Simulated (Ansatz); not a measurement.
What does this script print? It uses the Python package of Ansatz (0.2.0).

The script, `znse.py`:
```python
# -*- coding: utf-8 -*-
"""Geometry optimisation of ZnSe from a disturbed start."""

import ansatz as az
from ase import Atoms
from ase.io import write
import matplotlib.pyplot as plt
import numpy as np


def main():
    vectors = np.array([
        [0.0, 2.8338, 2.8338],
        [2.8338, 0.0, 2.8338],
        [2.8338, 2.8338, 0.0],
    ])
    structure = (
        az.Lattice.of(vectors)
        .atom("Zn", [0.0, 0.0, 0.0])
        .atom("Se", [0.25, 0.25, 0.25])
    )

    job = structure.calculation()
    job = job.occupations("gaussian", width=0.01)
    job = job.kpoints(4, 4, 4)
    job = job.basis(38 * az.Ry).functional("pbesol")
    job = job.relax(random_displacement=True, displacement_amplitude=0.05, displacement_seed=305)
    steps = []


    def collect(event):
        if event["event"] == "relax_step":
            steps.append(event["data"])


    result = job.session().plan().execute(on_event=collect)
    summary = result.report
    for s in steps:
        flag = "" if s["accepted"] else "  (rejected)"
        print("step %2d  E = %.5f eV  largest force component = %.4f eV/A%s" % (s["step"], s["lagrangian_ev"], s["allowed_force_max_ev_ang"], flag))

    first, last = steps[0], steps[-1]
    symbols = [site.symbol for site in result.lattice.sites]
    print(f"energy gained {first['lagrangian_ev'] - last['lagrangian_ev']:.4f} eV in {len(steps) - 1} steps")

    fig, (top, bottom) = plt.subplots(2, 1, sharex=True, figsize=(4.5, 4))
    top.plot([s["lagrangian_ev"] - last["lagrangian_ev"] for s in steps], "o-")
    top.set_ylabel("E - E(final) (eV)")
    bottom.semilogy([max(s["allowed_force_max_ev_ang"], 1e-6) for s in steps], "s-")
    bottom.set(xlabel="step", ylabel="largest force (eV/A)")
    fig.tight_layout()
    fig.savefig("relax.png", dpi=100)

    relaxed = Atoms(symbols, positions=[site.position_ang for site in result.lattice.sites], cell=result.lattice.cell_ang, pbc=True)
    write("relaxed.cif", relaxed, format="cif")

    print("relaxed fractional positions")
    for site in result.lattice.sites:
        print(f"  {site.symbol:2s}", " ".join(f"{v % 1:8.5f}" for v in np.round(site.position_frac, 5)))

    n_atoms = len(summary["lattice"]["sites"])
    print("F =", round(summary["free_energy_ev"], 4), "eV for", n_atoms, "atoms")
    print("E(sigma -> 0) =", round(summary["energy_sigma0_ev"], 4), "eV, TS =", round(summary["entropy_ts_ev"], 5), "eV")
    print("closed by", summary["closed_by"], "after", summary["n_iterations"], "iterations")

    used = summary["setup"]
    print("cutoffs (eV):", used["ecut_ev"], used["ecutrho_ev"], " FFT grid:", used["fft_dense"])
    print("cell volume {:.3f} A^3, {} symmetry operations".format(used["cell_volume_ang3"], used["n_sym_ops"]))


if __name__ == "__main__":
    main()
```

Output of `python znse.py`:
```text
step  1  E = -8706.37741 eV  largest force component = 0.1473 eV/A
step  2  E = -8706.38144 eV  largest force component = 0.0805 eV/A
step  3  E = -8706.38303 eV  largest force component = 0.0010 eV/A
step  4  E = -8706.38303 eV  largest force component = 0.0011 eV/A
energy gained 0.0056 eV in 3 steps
relaxed fractional positions
  Zn  0.99322  0.01256  0.99383
  Se  0.24326  0.26260  0.24386
F = -8706.383 eV for 2 atoms
E(sigma -> 0) = -8706.383 eV, TS = 0.0 eV
closed by deck_thresholds after 2 iterations
cutoffs (eV): 517.016338673772 2068.065354695088  FFT grid: [30, 30, 30]
cell volume 45.513 A^3, 1 symmetry operations
```

`relaxed.cif`, as written:
```cif
data_image0
_chemical_formula_structural       ZnSe
_chemical_formula_sum              "Zn1 Se1"
_cell_length_a       4.007598393052877
_cell_length_b       4.007598393052877
_cell_length_c       4.007598393052877
_cell_angle_alpha    60.00000000000001
_cell_angle_beta     60.00000000000001
_cell_angle_gamma    60.00000000000001

_space_group_name_H-M_alt    "P 1"
_space_group_IT_number       1

loop_
  _space_group_symop_operation_xyz
  'x, y, z'

loop_
  _atom_site_type_symbol
  _atom_site_label
  _atom_site_symmetry_multiplicity
  _atom_site_fract_x
  _atom_site_fract_y
  _atom_site_fract_z
  _atom_site_occupancy
  Zn  Zn1       1.0  0.9932228496802257  0.012561056780401562  0.9938282186411472  1.0000
  Se  Se1       1.0  0.24326170915688344  0.26259549419326766  0.2438616070717532  1.0000
```

Caveats:
- Total energies depend on the potentials; only differences at equal settings carry meaning. A total without «per atom» is that of the cell as typed.
- Energy and stress may still move on a finer k-point mesh.
- Energies along a relaxation are free energies. A last row that repeats the one before re-solves the same geometry more tightly.
- The first row is the displaced cell, and groups found at tight tolerances show what the force threshold leaves of the kick.
- The structure is a deposited one; some such entries were measured under pressure or heat, so a shift against it needn't be the functional's error alone.
- Processor time in the engine: 7.4 s on 1 thread of Intel(R) Xeon(R) Processor @ 2.30GHz (shared host), peak memory 0.74 GiB.

(A comment or docstring line of the script was reworded after the run, the code is as it ran.)
